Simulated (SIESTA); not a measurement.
**HgTe (Coloradoite) under changes of volume**

One of the cells (33.215 Å³/atom); the others are scaled copies at fixed shape and fractional positions:

```
CELL_PARAMETERS angstrom
0.00000 3.21450 3.21450
3.21450 0.00000 3.21450
3.21450 3.21450 0.00000
ATOMIC_POSITIONS crystal
Hg 0.00000 0.00000 0.00000
Te 0.75000 0.75000 0.75000
```

```yaml
Program: SIESTA 5.4.2
Functional: PBE
Potentials_or_basis: PseudoDojo 0.4 standard (PBE files)
Basis: TZDP (energy shift 0.01 Ry)
Grid_cutoff: 800 Ry
Energy_shift: 0.01 Ry
k_mesh: 7 × 7 × 7
Occupations: fermi-dirac, width 0.05 eV
Spin: no spin polarisation
```

| volume (Å³/atom) | energy over the lowest point (meV/atom) | pressure (GPa) | gap on the mesh (eV) |
| --- | --- | --- | --- |
| 31.223 | 42.95 | 5.6 | 0.53 |
| 31.887 | 23.16 | 3.9 | 0.49 |
| 32.551 | 10.19 | 2.4 | 0.44 |
| 33.215 | 2.69 | 1.2 | 0.39 |
| 33.880 | 0.00 | 0.0 | 0.34 |
| 34.544 | 2.38 | -1.1 | 0.29 |
| 35.208 | ? | ? | ? |

Task: What does the run at 35.208 Å³/atom give?

Result: Energy over the lowest point 9.43 meV/atom; pressure -2.0 GPa; gap on the mesh 0.24 eV.

Worked out: A Birch-Murnaghan fit of order 3 (a polynomial in V^(-2/3)) to the other rows has its minimum at 33.89 Å³/atom with B0 = V·E''(V) = 56 GPa and B' = 4.7. It gives 8.55 meV/atom at 35.208 Å³/atom, against the run's 9.43, and -dE/dV = -2.0 GPa, against -2.0. A straight line through the other rows of the gap, of slope -2.4 eV per unit of ln V (its deformation potential), extrapolates to 0.25 eV, against the run's 0.24.

Energies are extrapolated to zero smearing.

Caveats: semicore shells carry a single zeta, which can move pressures by several GPa and volumes by a few percent; the valence orbitals were made in a potential fitted to the semicore shell under them, which widens gaps by tenths of an eV or more; spin-orbit coupling is left out, which moves the levels of the heavy elements; an odd mesh through Γ misses points on the zone boundary, where band edges often lie; the basis of atomic orbitals isn't converged, which shifts pressures, moduli and gaps.
